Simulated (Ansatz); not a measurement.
# Ga: from a trial structure to a relaxed crystal

Computed with DFT PBE, scalar-relativistic, plane waves, PAW in Ansatz 0.2.0. Cutoff 420 eV, Γ-centred k mesh, Gaussian smearing, no spin polarisation in the final step.

The start puts Ga on the graphite structure type (P6_3/mmc, No. 194), at a guessed volume.

```
Ga
1.0
     3.27277    0.00000    0.00000
    -1.63639    2.83430    0.00000
     0.00000    0.00000    8.91365
Ga
4
Direct
  0.00000 0.00000 0.25000
  0.00000 0.00000 0.75000
  0.33333 0.66667 0.75000
  0.66667 0.33333 0.25000
```

Cell and atoms relax at zero pressure; the relaxation can't lower the symmetry of the start. After a coarse first stage the cell is made exact in the group found at 0.06 Å.

Energies count from the standard state of Ga at the same level.

Problem. Which crystal results?

Solution. It keeps P6_3/mmc (No. 194), but not the shape of the type it started on. Conventional cell: a = 4.428 Å, c = 5.352 Å. Ga on Wyckoff site b (2 atoms of the primitive cell) is coordinated by 5 Ga at 2.56–2.68 Å; Ga on Wyckoff site d (2 atoms of the primitive cell) has 3 Ga at 2.56 Å.

```xyz
4
Lattice="4.4283 0.0000 0.0000 -2.2142 3.8351 0.0000 0.0000 0.0000 5.3520" Properties=species:S:1:pos:R:3 pbc="T T T"
Ga    0.0000    0.0000    1.3380
Ga    0.0000    0.0000    4.0140
Ga    0.0000    2.5567    4.0140
Ga    2.2142    1.2784    1.3380
```

Problem. What are its volume, energy, density and gap?

Solution. The volume per atom is 22.72 Å³ and the density is 5.10 g/cm³. The energy over the standard structure is 0.14 eV/atom and the gap on the 12×12×10 mesh is 0 eV (a metal).

The final run used a 12×12×10 mesh on its 4-atom cell and 0.10 eV smearing. The k mesh leaves about 4 meV/atom of noise in metals. Symmetry constrained the relaxation, so the result can be a saddle point.